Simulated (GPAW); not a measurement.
Wanted: an ASE script for a GPAW 26.7.0 run.

```yaml
Task: dielectric tensor
Functional: PBE
Potentials_or_basis: GPAW PAW data sets (gpaw-data 1.2.1)
Cutoff: 450 eV
Basis: pw
k_mesh: 6 × 6 × 6
Occupations: fermi-dirac, width 0.001 eV
Spin: no spin polarisation
Response_ecut: 80 eV
Maxiter: 150
Response_k_mesh: 18 × 18 × 18
Response_bands: 30
Kernels: "[\"RPA\"]"
Coarser_k_mesh: 18 × 18 × 18
```

Crystal: SnTe.

```
CELL_PARAMETERS angstrom
0.00000 3.10827 3.10827
3.10827 0.00000 3.10827
3.10827 3.10827 0.00000
ATOMIC_POSITIONS crystal
Te 0.50000 0.50000 0.50000
Sn 0.00000 0.00000 0.00000
```

One way to write it, as run:

run.py

```python
import numpy as np
from ase import Atoms
from ase.dft.bandgap import bandgap
from ase.io import write
from gpaw import GPAW, PW
from gpaw.response.df import DielectricFunction

atoms = Atoms(['Te', 'Sn'],
              cell=[[0.0, 3.1082657258, 3.1082657258],
                    [3.1082657258, 0.0, 3.1082657258],
                    [3.1082657258, 3.1082657258, 0.0]],
              scaled_positions=[[0.5, 0.5, 0.5],
                                [0.0, 0.0, 0.0]],
              pbc=True)

calc = GPAW(mode=PW(450),
            xc='PBE',
            kpts={'size': (6, 6, 6), 'gamma': True},
            occupations={'name': 'fermi-dirac', 'width': 0.001},
            nbands=19,
            convergence={'density': 1e-06},
            maxiter=150,
            txt='gpaw.txt')
atoms.calc = calc
energy = atoms.get_potential_energy()
calc.write('gs.gpw')
write('result.traj', atoms)
print(f'Energy: {energy:.6f} eV')
print('Fermi level:', round(calc.get_fermi_level(), 4), 'eV')
print(f'Gap: {bandgap(calc)[0]:.4f} eV, direct: {bandgap(calc, direct=True)[0]:.4f} eV')

for size in [(18, 18, 18)]:
    name = 'x'.join(str(n) for n in size)
    dense = calc.fixed_density(kpts={'size': size, 'gamma': True},
                               nbands=36, convergence={'bands': 30, 'eigenstates': 1e-7},
                               update_fermi_level=True, txt=f'dense-{name}.txt')
    dense.write(f'{name}.gpw', mode='all')
    df = DielectricFunction(f'{name}.gpw', frequencies=np.array([0.0]), hilbert=False, eta=0.001,
                            ecut=80, nbands=30, intraband=False, txt=f'df-{name}.txt')
    for xc in ['RPA']:
        for direction in ['x', 'y', 'z', [0, 1, 1], [1, 0, 1], [1, 1, 0]]:
            e0, e = df.get_macroscopic_dielectric_constant(xc=xc, direction=direction)
            print(f'{name} {xc} {direction}: {e0:.4f} without, {e:.4f} with local fields')
```

Potentials or basis: GPAW PAW data sets (gpaw-data 1.2.1), pw.

The run is started by

```bash
$ OMP_NUM_THREADS=1 python run.py
```

It gave:

| Item | Value |
| --- | --- |
| Band gap on the k mesh | 0.23 eV, direct |
| Electronic dielectric tensor (diagonal) | 75.52 |

Caveat: the gap is small at this level, which inflates the dielectric constant; the long-wavelength limit can be off by a per cent or two; spin-orbit coupling is left out, which moves the levels of the heavy elements.

Wall time 4.5 min on 1 thread of Arm Neoverse V1, with other jobs on the host, peak memory 0.5 GiB.
